Each ångström of vacuum cuts the electron density outside a surface roughly tenfold. A scanning tunnelling microscope therefore sees the states that reach farthest, which need not be the most numerous ones. The table follows the calculated image of a single ZrSe2 layer, a semiconductor, through seven sample biases. Negative bias images filled states and positive bias empty ones, each time all those between zero and the chosen bias. Zero is placed in the middle of the band gap.

Ansatz 0.2.0, PBE+D3(BJ), scalar-relativistic plane-wave PAW without spin polarization; free-standing ZrSe2 monolayer, 420 eV cutoff, 33 × 33 × 1 k mesh. Tersoff–Hamann images (s-wave tip) 4 Å above the topmost nuclei count every state between mid-gap and the bias as full. The set point for the corrugation is the mean density of that plane.

```tsv
bias (V)	log10 mean density (log10 of e/angstrom^3)	bright over dark	corrugation (Å)	brightest over	apparent barrier at 4 angstrom (eV)
-2.200	-5.109	2.304	0.305	Se	7.244
-1.400	-5.224	1.823	0.225	Se	6.666
-0.800	-7.985	1.993	0.293	between	8.160
0.450	-6.292	6.827	0.748	Se	7.398
0.800	-5.740	3.415	0.506	Se	6.436
1.400	-5.253	2.729	0.439	Se	5.666
2.000	-4.619	1.510	0.198	Se	4.194
```

The log10 mean density refers to a plane 4 Å above the topmost nuclei. Bright over dark compares the extremes in that plane, and the corrugation is the height difference a tip would trace at constant current. The apparent barrier $\phi$ restates the decay: if the density falls as $e^{-2\kappa z}$ with height $z$, then $\phi=\hbar^2\kappa^2/2m$, where $m$ is the electron mass.

### At equal bias, which are brighter, filled or empty states?

It depends on how far the bias reaches into the bands. At 1.4 V the two polarities agree within 7 %. At 0.8 V the empty states are brighter by a factor of 176, although they are only about three times as numerous. The number of states is thus a poor guide to brightness near the band edges.

### Se is brightest at every positive bias. Are the empty states Se states?

Only about half. Zr holds roughly the other half of their weight, more than either Se plane. But the top Se plane lies 1.6 Å nearer to the tip, and at about tenfold per ångström this head start outweighs the larger share of Zr. The image is in fact darkest directly above Zr, darker even than above the lower Se atoms, which lie farther from the tip. Height alone can't explain that, so the shape of the states must matter too. A bright spot marks where the density reaches out, not which element owns the state.

### Can the apparent barrier be read as a work function?

Consider a state whose wave is uniform along the surface. All its kinetic energy belongs to motion across the barrier, so $\phi$ is its distance below the vacuum level. The deepest state in a bias window then sets a ceiling for $\phi$.

Four rows break through that ceiling: −0.8, +0.45, +0.8 and +1.4 V. The excess is about 2 eV in the two rows nearest the gap. Depth in energy can't explain this, so the waves must also vary along the surface. The output after this text lists the ceiling for each row.

### How much does variation along the surface cost?

A wave with lateral wave vector $k$ has kinetic energy $\hbar^2k^2/2m$ tied up in sideways motion. With $E$ the energy of the state and $E_\mathrm{vac}$ the vacuum level,

$$\phi=(E_\mathrm{vac}-E)+\frac{\hbar^2k^2}{2m}.$$

The lowest empty states of this material are known to lie at M, the middle of an edge of the hexagonal Brillouin zone. There $k=2\pi/(\sqrt3\,a)$, which for the lattice constant $a=3.76$ Å is 0.97 Å⁻¹. With $\hbar^2/2m=3.8$ eV Å², the sideways motion costs 3.6 eV. The lowest empty level lies 5.1 eV below vacuum, so the estimate is $5.1+3.6=8.7$ eV.

The calculation gives 7.4 eV at +0.45 V. The estimate, which contains no adjusted parameter, is 1.3 eV too high, but leaving out the sideways motion would make it 2.3 eV too low. An overshoot is reasonable, because the window also holds states displaced from M towards the zone centre Γ. These have smaller $k$, decay more slowly and weigh more at the tip.

### Why is the image at −0.8 V so faint?

Going from −1.4 to −0.8 V removes all but about a seventh of the states, yet the density drops by a factor of 577. The Se share hardly changes, so the shape of the remaining states must matter. From the known band structure, the highest filled states lie around Γ and consist of Se p orbitals parallel to the layer. Their positive and negative lobes cancel in the average over the surface.

Exactly at Γ this cancellation forbids the uniform wave. The slowest wave left has twice the wave vector of M and so four times the cost, about 14 eV. Slightly away from Γ the cancellation is incomplete, and a weak wave with small $k$ leaks in. It starts faint but decays slowly, so it should win at large distance.

The decay bears this out. Farther from the surface, the barrier at −0.8 V falls from 8.2 to 6.1 eV, back to its ceiling. At +0.45 V it stays at 7.4 eV, as it should for states near M, where no wave with small $k$ is available. The image fits too: lobes parallel to the layer leave a node above the nucleus, and at −0.8 V the top Se atom is the darkest point. At −1.4 V deeper states dominate; theory suggests Se p orbitals pointing into the vacuum, which suffer no such cancellation.

### What changes if the tip retreats by 1 Å?

At both −0.8 and +0.45 V the mean density drops fifteen- to sixteenfold. The contrast behaves differently: the corrugation keeps 33 % of its value at −0.8 V but 71 % at +0.45 V.

Contrast arises from interference between waves of different lateral wave vector. Near Γ one slow, almost uniform wave outlives its partners, and the image flattens. At M two waves with opposite $k$ carry the same sideways energy and decay together, so their interference pattern would survive at any height. Some contrast is still lost at +0.45 V, as expected from states displaced towards Γ and from waves with larger $k$, which die out sooner.

### Which digits can be trusted?

Rounding the logarithm to three decimals alters the density by only 0.1 %. The position of the band edges matters far more. Between −0.8 and −1.4 V the density changes on average threefold for each 0.1 V, and this type of density functional makes gaps too small. Spin–orbit coupling, left out here, would also split the top of the filled band, and in an experiment doping can move zero bias away from mid-gap and the field of the tip can shift the bands.

Near the gap, even the first digit of a density is therefore tied to this calculation. With a wider gap and zero still at its middle, a given bias would reach less deep into the bands, and the top Se atoms would turn from dark to bright at a more negative bias than here. The rows at −0.8 and +0.45 V also rest on few states, and their convergence with the k mesh is untested. What can be carried over is the reasoning: first ask how far a state lies below vacuum, then how much sideways motion its slowest wave must carry.

Printed output of the fit:

```
States and density:
   row  states per cell  density per state in 1e-6 e/A3  Zr share of outermost window in %
  -2.2             3.84                           2.026                              21.23
  -1.4            1.668                            3.58                              19.06
  -0.8           0.2241                          0.0462                               18.7
  0.45           0.2755                           1.853                              48.09
   0.8           0.7273                           2.502                               50.7
   1.4            1.932                           2.891                              56.79
   2.0            3.139                            7.66                              56.85
Barriers in eV and corrugation:
   row  ceiling without lateral momentum  barrier less ceiling  barrier farther out  % of corrugation kept at 5 A
  -2.2                             7.535               -0.2907                7.027                         50.86
  -1.4                             6.735              -0.06873                6.857                         47.14
  -0.8                             6.135                 2.025                6.142                         32.96
  0.45                             5.138                  2.26                7.376                         71.39
   0.8                             5.138                 1.298                6.259                         59.39
   1.4                             5.138                0.5275                5.388                         52.21
   2.0                             5.138               -0.9445                4.055                         40.42
Density, brightest row over faintest row (ratio): 2323
Density at plus 0.8 V over that at minus 0.8 V (ratio): 175.8
States at plus 0.8 V over those at minus 0.8 V (ratio): 3.246
Density at minus 1.4 V over that at plus 1.4 V (ratio): 1.069
Density at minus 1.4 V over that at minus 0.8 V (ratio): 576.8
States at minus 1.4 V over those at minus 0.8 V (ratio): 7.443
Density per state, minus 1.4 V over minus 0.8 V (ratio): 77.5
Share of the minus 2.2 V density that comes from below minus 1.4 V (%): 23.26
States added from 1.4 to 2.0 V over those from 0.8 to 1.4 V (ratio): 1.002
Density added from 1.4 to 2.0 V over that from 0.8 to 1.4 V (ratio): 4.903
Fall of apparent barrier from plus 0.45 to plus 2.0 V (eV): 3.204
Lateral kinetic energy at M (eV): 3.554
Lateral kinetic energy of the first reciprocal vector (eV): 14.22
Estimated barrier of the lowest empty state if at M (eV): 8.692
That estimate less the computed barrier at plus 0.45 V (eV): 1.294
Density factor per 0.1 V, average from minus 0.8 to minus 1.4 V: 2.885
Density uncertainty from rounding of the logarithm (%): 0.1152
```
